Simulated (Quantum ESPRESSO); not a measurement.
# GaAs (Fm-3m) in Quantum ESPRESSO: convergence with SCF threshold

Aim: find how far SCF threshold must go before the results for GaAs settle, at PBE. This setting moves, with any that are tied to it; all else stays.

Everything below comes from runs of Quantum ESPRESSO 7.5. Logs are shortened: lines on timing, memory, paths and dates and some standing lists are left out, and cuts for length are marked.

**1. Starting point**

Symmetry: Fm-3m, No. 225, cubic system. Conventional cell: a = 5.392 Å, b = 5.392 Å, c = 5.392 Å, α = 90.00°, β = 90.00°, γ = 90.00°. Ga (site symmetry m-3m) is surrounded by 6 As at 2.70 Å. As (site symmetry m-3m) has 6 Ga at 2.70 Å as nearest neighbours.

The cell was built by a generator and needn't be a form met in nature.

**2. With SCF threshold 0.001 Ry**

pw.in

```
&CONTROL
  calculation = 'scf'
  prefix = 'pwscf'
  outdir = './tmp'
  pseudo_dir = './pseudo'
  tprnfor = .true.
  tstress = .true.
  disk_io = 'nowf'
/
&SYSTEM
  ibrav = 0
  nat = 2
  ntyp = 2
  ecutwfc = 114
  nbnd = 31
  occupations = 'smearing'
  smearing = 'mp'
  degauss = 0.00734986
/
&ELECTRONS
  conv_thr = 0.001
  electron_maxstep = 120
  mixing_beta = 0.5
/
ATOMIC_SPECIES
Ga    69.7230 Ga.upf
As    74.9216 As.upf
CELL_PARAMETERS angstrom
   0.0000000000    2.6958900000    2.6958900000
   2.6958900000    0.0000000000    2.6958900000
   2.6958900000    2.6958900000    0.0000000000
ATOMIC_POSITIONS crystal
Ga     0.0000000000    0.0000000000    0.0000000000
As     0.5000000000    0.5000000000    0.5000000000
K_POINTS automatic
9 9 9 0 0 0
```

Potentials or basis: PseudoDojo 0.4 SR PBE stringent.

Started as:

```bash
> OMP_NUM_THREADS=1 pw.x -in pw.in > pw.out
```

It took 47 s on 1 thread of Arm Neoverse V1, shared host; peak memory 0.16 GiB.

Results:

* Free energy: -15063.8275 eV
* Pressure: 2.0 GPa
* Band gap on the k mesh: none (metal or under the smearing width)

**3. With SCF threshold 0.0001 Ry**

pw.in, as its differences from that of step 2:

```diff
@@ -20,3 +20,3 @@
 &ELECTRONS
-  conv_thr = 0.001
+  conv_thr = 0.0001
   electron_maxstep = 120
```

Potentials or basis: PseudoDojo 0.4 SR PBE stringent.

Started as:

```bash
> OMP_NUM_THREADS=1 pw.x -in pw.in > pw.out
```

Run time: 56 s. Hardware: 1 thread of Arm Neoverse V1, shared host; peak memory 0.16 GiB.

Results:

```yaml
Free_energy: -15063.8280 eV
Pressure: -0.6 GPa
Band_gap_on_the_k_mesh: none (metal or under the smearing width)
```

**4. With SCF threshold 1e-05 Ry**

pw.in, as its differences from that of step 3:

```diff
@@ -20,3 +20,3 @@
 &ELECTRONS
-  conv_thr = 0.0001
+  conv_thr = 1d-05
   electron_maxstep = 120
```

Started as:

```bash
> OMP_NUM_THREADS=1 pw.x -in pw.in > pw.out
```

It took 65 s on 1 thread of Arm Neoverse V1, shared host; peak memory 0.16 GiB.

What came out:

| Property | Result |
| --- | --- |
| Free energy | -15063.8281 eV |
| Pressure | 0.3 GPa |
| Band gap on the k mesh | none (metal or under the smearing width) |

**5. With SCF threshold 1e-06 Ry**

pw.in, as its differences from that of step 4:

```diff
@@ -20,3 +20,3 @@
 &ELECTRONS
-  conv_thr = 1d-05
+  conv_thr = 1d-06
   electron_maxstep = 120
```

Started as:

```bash
> OMP_NUM_THREADS=1 pw.x -in pw.in > pw.out
```

It took 75 s on 1 thread of Arm Neoverse V1, shared host; peak memory 0.16 GiB.

What came out:

* Free energy: -15063.8281 eV
* Pressure: 0.0 GPa
* Band gap on the k mesh: none (metal or under the smearing width)

**6. With SCF threshold 1e-07 Ry**

pw.in, as its differences from that of step 5:

```diff
@@ -20,3 +20,3 @@
 &ELECTRONS
-  conv_thr = 1d-06
+  conv_thr = 1d-07
   electron_maxstep = 120
```

Potentials or basis: PseudoDojo 0.4 SR PBE stringent.

Started as:

```bash
> OMP_NUM_THREADS=1 pw.x -in pw.in > pw.out
```

It took 86 s on 1 thread of Arm Neoverse V1, shared host; peak memory 0.16 GiB.

The run converged. Its results:

```yaml
Free_energy: -15063.8281 eV
Pressure: 0.0 GPa
Band_gap_on_the_k_mesh: none (metal or under the smearing width)
```

**7. With SCF threshold 1e-08 Ry**

pw.in, as its differences from that of step 6:

```diff
@@ -20,3 +20,3 @@
 &ELECTRONS
-  conv_thr = 1d-07
+  conv_thr = 1d-08
   electron_maxstep = 120
```

Started as:

```bash
> OMP_NUM_THREADS=1 pw.x -in pw.in > pw.out
```

Wall time 96 s (1 thread of Arm Neoverse V1, shared host); peak memory 0.16 GiB.

Results (log left out):

```yaml
Free_energy: -15063.8281 eV
Pressure: 0.0 GPa
Band_gap_on_the_k_mesh: none (metal or under the smearing width)
```

**8. With SCF threshold 1e-10 Ry**

pw.in, as its differences from that of step 7:

```diff
@@ -20,3 +20,3 @@
 &ELECTRONS
-  conv_thr = 1d-08
+  conv_thr = 1d-10
   electron_maxstep = 120
```

Started as:

```bash
> OMP_NUM_THREADS=1 pw.x -in pw.in > pw.out
```

It took 1.8 min on 1 thread of Arm Neoverse V1, shared host; peak memory 0.16 GiB.

Results (log left out):

| Property | Result |
| --- | --- |
| Free energy | -15063.8281 eV |
| Pressure | 0.0 GPa |
| Band gap on the k mesh | none (metal or under the smearing width) |

**9. With SCF threshold 1e-12 Ry**

pw.in, as its differences from that of step 8:

```diff
@@ -20,3 +20,3 @@
 &ELECTRONS
-  conv_thr = 1d-10
+  conv_thr = 1d-12
   electron_maxstep = 120
```

Potentials or basis: PseudoDojo 0.4 SR PBE stringent.

Started as:

```bash
> OMP_NUM_THREADS=1 pw.x -in pw.in > pw.out
```

pw.out:

```text
This program is part of the open-source Quantum ESPRESSO suite
     for quantum simulation of materials; please cite
         "P. Giannozzi et al., J. Phys.:Condens. Matter 21 395502 (2009);
         "P. Giannozzi et al., J. Phys.:Condens. Matter 29 465901 (2017);
         "P. Giannozzi et al., J. Chem. Phys. 152 154105 (2020);
     in publications or presentations arising from this work. More details at

     Message from routine setup:
     using ibrav=0 with symmetry is DISCOURAGED, use correct ibrav instead

     G-vector sticks info
     --------------------
     sticks:   dense  smooth     PW     G-vecs:    dense   smooth      PW
     Sum        1639    1639    475                43599    43599    6735

     Using Slab Decomposition

     bravais-lattice index     =            0
     lattice parameter (alat)  =       7.2047  a.u.
     unit-cell volume          =     264.4436 (a.u.)^3
     number of atoms/cell      =            2
     number of atomic types    =            2
     number of electrons       =        44.00
     number of Kohn-Sham states=           31
     kinetic-energy cutoff     =     114.0000  Ry
     charge density cutoff     =     456.0000  Ry
     scf convergence threshold =      1.0E-12
     mixing beta               =       0.5000
     number of iterations used =            8  plain     mixing
     Exchange-correlation= PBE
                           (   1   4   3   4   0   0   0)

     celldm(1)=   7.204702  celldm(2)=   0.000000  celldm(3)=   0.000000
     celldm(4)=   0.000000  celldm(5)=   0.000000  celldm(6)=   0.000000

     crystal axes: (cart. coord. in units of alat)
               a(1) = (   0.000000   0.707107   0.707107 )
               a(2) = (   0.707107   0.000000   0.707107 )
               a(3) = (   0.707107   0.707107   0.000000 )

     reciprocal axes: (cart. coord. in units 2 pi/alat)
               b(1) = ( -0.707107  0.707107  0.707107 )
               b(2) = (  0.707107 -0.707107  0.707107 )
               b(3) = (  0.707107  0.707107 -0.707107 )

[... 42 lines left out ...]
        k(    5) = (   0.3142697   0.3142697  -0.3142697), wk =   0.0219479
        k(    6) = (   0.1571348   0.0000000  -0.0000000), wk =   0.0164609
[... 27 lines left out ...]
        k(   34) = (  -0.0000000  -0.4714045   0.6285394), wk =   0.0658436
        k(   35) = (  -0.0785674  -0.3928371   0.7071068), wk =   0.0658436

     Dense  grid:    43599 G-vectors     FFT dimensions: (  50,  50,  50)

     Check: negative core charge=   -0.000002

     Initial potential from superposition of free atoms

     starting charge      43.9971, renormalised to      44.0000
     Starting wfcs are   26 randomized atomic wfcs +    5 random wfcs

     Self-consistent Calculation

     iteration #  1     ecut=   114.00 Ry     beta= 0.50
     Davidson diagonalization with overlap
     ethr =  1.00E-02,  avg # of iterations =  4.1

     Threshold (ethr) on eigenvalues was too large:
     Diagonalizing with lowered threshold

     Davidson diagonalization with overlap
     ethr =  5.90E-05,  avg # of iterations =  3.3

     total energy              =   -1107.16423648 Ry
     estimated scf accuracy    <       0.02588613 Ry
[... 64 lines left out ...]
     iteration # 11     ecut=   114.00 Ry     beta= 0.50
     Davidson diagonalization with overlap
     ethr =  1.00E-13,  avg # of iterations =  1.0

     End of self-consistent calculation

          k = 0.0000 0.0000 0.0000 (  5521 PWs)   bands (ev):

  -173.0044-131.6688-116.3839-116.3839-116.3839 -82.3972 -82.3972 -82.3972
   -23.3820 -23.3820 -23.3772 -23.3772 -23.3772  -2.7392  -2.7392  -2.7233
    -2.7233  -2.7233  -1.0677  11.8813  12.0541  12.0541  12.0541  19.3511
    19.3511  19.3511  19.6171  19.6171  19.6171  22.5046  22.5050
[... 234 lines left out ...]
  -173.0044-131.6688-116.3839-116.3839-116.3839 -82.3972 -82.3972 -82.3972
   -23.3827 -23.3811 -23.3765 -23.3758 -23.3742  -2.8566  -2.7467  -2.7202
    -2.7088  -2.6815   2.0682   6.1226   7.9971   8.0157  14.0713  16.2525
    19.0079  20.5649  22.8725  23.0269  27.7620  27.8658  29.2825

     the Fermi energy is    12.0198 ev

!    total energy              =   -1107.17094129 Ry
     estimated scf accuracy    <          8.6E-13 Ry
     smearing contrib. (-TS)   =      -0.00021786 Ry
     internal energy E=F+TS    =   -1107.17072343 Ry

     The total energy is F=E-TS. E is the sum of the following terms:
     one-electron contribution =    -894.99928071 Ry
     hartree contribution      =     434.61000828 Ry
     xc contribution           =    -106.98314764 Ry
     ewald contribution        =    -539.79830337 Ry

     convergence has been achieved in  11 iterations

     Forces acting on atoms (cartesian axes, Ry/au):

     atom    1 type  1   force =     0.00000000    0.00000000    0.00000000
     atom    2 type  2   force =    -0.00000000   -0.00000000    0.00000000

     Total force =     0.000000     Total SCF correction =     0.000000

     Computing stress (Cartesian axis) and pressure

          total   stress  (Ry/bohr**3)                   (kbar)     P=        0.41
   0.00000281  -0.00000000  -0.00000000            0.41       -0.00       -0.00
  -0.00000000   0.00000281  -0.00000000           -0.00        0.41       -0.00
  -0.00000000  -0.00000000   0.00000281           -0.00       -0.00        0.41

=------------------------------------------------------------------------------=
   JOB DONE.
=------------------------------------------------------------------------------=
```

It took 2.1 min on 1 thread of Arm Neoverse V1, shared host; peak memory 0.16 GiB.

What came out:

* Free energy: -15063.8281 eV
* Pressure: 0.0 GPa
* Band gap on the k mesh: none (metal or under the smearing width)

**10. Result**

| SCF threshold | energy less the tightest run, at zero smearing (meV/atom) | pressure (GPa) | SCF cycles | CPU time (s) | peak memory (GiB) |
| --- | --- | --- | --- | --- | --- |
| 0.001 Ry | 0.31 | 2.02 | 3 | 47 | 0.16 |
| 0.0001 Ry | 0.04 | -0.60 | 4 | 56 | 0.16 |
| 1e-05 Ry | 0.00 | 0.27 | 5 | 65 | 0.16 |
| 1e-06 Ry | 0.00 | 0.03 | 6 | 75 | 0.16 |
| 1e-07 Ry | 0.00 | 0.00 | 7 | 86 | 0.16 |
| 1e-08 Ry | 0.00 | 0.05 | 8 | 96 | 0.16 |
| 1e-10 Ry | 0.00 | 0.04 | 9 | 110 | 0.16 |
| 1e-12 Ry | 0.00 | 0.04 | 11 | 130 | 0.16 |

Against the tightest run, the energy stays within 1 meV/atom from 0.001 Ry on; the pressure stays within 0.1 GPa from 1e-06 Ry on. The tightest run that finished is the yardstick and may itself not be fully converged.
